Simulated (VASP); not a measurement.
Set up this calculation in VASP 6.6.1, as the native input.

```
Task                   : band structure
Functional             : PBE
Potentials or basis    : VASP PAW PBE potentials, release 64 (Mg, Se)
Cutoff                 : 520 eV
k mesh                 : 8 × 8 × 8
Occupations            : gaussian, width 0.02 eV
Spin                   : non-collinear spin, zero start, spin-orbit coupling
Starting moments       : [[0.0, 0.0, 0.0], [0.0, 0.0, 0.0]] μB
Further INCAR settings : ALGO = Normal; EDIFF = 1e-07; NBANDS = 20
```

MgSe:

```
Mg Se
1.0
     0.00000    2.75218    2.75218
     2.75218    0.00000    2.75218
     2.75218    2.75218    0.00000
Mg Se
1 1
Direct
  0.00000 0.00000 0.00000
  0.50000 0.50000 0.50000
```

The cell was built by a generator and needn't be a form met in nature.

These files were run (other wordings do the same):

POSCAR

```
MgSe                                    
1.0
    0.0000000000      2.7521758938      2.7521758938
    2.7521758938      0.0000000000      2.7521758938
    2.7521758938      2.7521758938      0.0000000000
  Mg              Se            
     1     1
Direct
     0.0000000000000000    0.0000000000000000    0.0000000000000000
     0.5000000000000000    0.5000000000000000    0.5000000000000000
```

INCAR.step1

```
  ALGO = Normal
  EDIFF = 1E-7
  ENCUT = 520
  GGA = PE
  GGA_COMPAT = False
  ISIF = 2
  ISMEAR = 0
  KPAR = 4
  LASPH = True
  LCHARG = True
  LORBIT = 11
  LREAL = False
  LSORBIT = True
  LWAVE = False
  MAGMOM = 0 0 0 0 0 0
  NBANDS = 20
  NELM = 100
  PREC = Accurate
  SIGMA = 0.02
```

KPOINTS.step1

```
k-points
0
Gamma
  8 8 8
```

INCAR.step2

```
  ALGO = Normal
  EDIFF = 1E-7
  ENCUT = 520
  GGA = PE
  GGA_COMPAT = False
  ICHARG = 11
  ISIF = 2
  ISMEAR = 0
  KPAR = 4
  LASPH = True
  LCHARG = False
  LORBIT = 11
  LREAL = False
  LSORBIT = True
  LWAVE = False
  MAGMOM = 0 0 0 0 0 0
  NBANDS = 20
  NELM = 100
  PREC = Accurate
  SIGMA = 0.05
```

KPOINTS.step2

```
path GXWKGLUWLK,UX
10
line-mode
reciprocal
 0.0000000000  0.0000000000  0.0000000000  G
 0.5000000000  0.0000000000  0.5000000000  X

 0.5000000000  0.0000000000  0.5000000000  X
 0.5000000000  0.2500000000  0.7500000000  W

 0.5000000000  0.2500000000  0.7500000000  W
 0.3750000000  0.3750000000  0.7500000000  K

 0.3750000000  0.3750000000  0.7500000000  K
 0.0000000000  0.0000000000  0.0000000000  G

 0.0000000000  0.0000000000  0.0000000000  G
 0.5000000000  0.5000000000  0.5000000000  L

 0.5000000000  0.5000000000  0.5000000000  L
 0.6250000000  0.2500000000  0.6250000000  U

 0.6250000000  0.2500000000  0.6250000000  U
 0.5000000000  0.2500000000  0.7500000000  W

 0.5000000000  0.2500000000  0.7500000000  W
 0.5000000000  0.5000000000  0.5000000000  L

 0.5000000000  0.5000000000  0.5000000000  L
 0.3750000000  0.3750000000  0.7500000000  K

 0.6250000000  0.2500000000  0.6250000000  U
 0.5000000000  0.0000000000  0.5000000000  X
```

Potentials or basis: VASP PAW PBE potentials, release 64 (Mg, Se).

Run with:

```console
$ cat potpaw_PBE.64/Mg/POTCAR potpaw_PBE.64/Se/POTCAR > POTCAR
$ cp INCAR.step1 INCAR
$ cp KPOINTS.step1 KPOINTS
$ mpirun -np 4 vasp_ncl > vasp.out
$ cp INCAR.step2 INCAR
$ cp KPOINTS.step2 KPOINTS
$ mpirun -np 4 vasp_ncl > vasp.out
```

It gave:

| Property | Result |
| --- | --- |
| Net moment | 0.00 μB per cell |

Caveat: the log is that of the step along the path at fixed density, whose energy, stress, charges and moments have no meaning.

It took 35 s on 4 MPI ranks on AMD EPYC 9R45 96-Core Processor (Zen 5), with other jobs on the host, peak memory 0.31 GiB a rank.
